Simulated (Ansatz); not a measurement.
**Rb under pressure: fit and missing row**

Rb, P6_3/mmc, a = 4.969 Å, c = 16.202 Å. This isn't the element's structure at ambient conditions. Ansatz: PBEsol, PAW, 420 eV, Γ-centred 12×12×4 mesh on 4 atoms, Gaussian smearing 0.10 eV; no spin polarisation. Cell and atoms are relaxed at each pressure, and no other structure is tried, so the rows at high pressure may lie past a change of phase.

```
V (Å³/atom) P (GPa)
     18.411    39.99
     26.478    19.99
     36.751    10.00
     47.501        ?
     60.855     1.97
     86.628     0.00
```

Take V0 = 86.628 Å³/atom, fit the third-order Birch–Murnaghan form to the other rows, and predict the missing pressure.

With the Eulerian strain f = ½[(V0/V)^(2/3) − 1] and y = P/[3f(1 + 2f)^(5/2)], the form is the line y = B0 + 1.5 B0 (B0′ − 4) f. Rows (f, y): 0.90397, 1.12; 0.60193, 1.54; 0.38558, 2.07; 0.13272, 2.75. Means f = 0.5060, y = 1.8700; Σ(Δf)² = 0.3214, ΣΔfΔy = -0.6827; the slope is their ratio. y = 2.945 − 2.124 f GPa, so B0 = 2.9 GPa and B0′ = 4 + 2 × (-2.124)/(3 × 2.945) = 3.52. At V = 47.501, f = 0.24635, y = 2.422 and P = 4.87 GPa. The run gave 5.00 GPa, so the fit is 0.13 GPa too low, within the rms miss on the fitted rows (1.85 GPa): the form describes this series only roughly. The nearest row lies 30 % from V0, so B0 and B0′ are extrapolations to f = 0.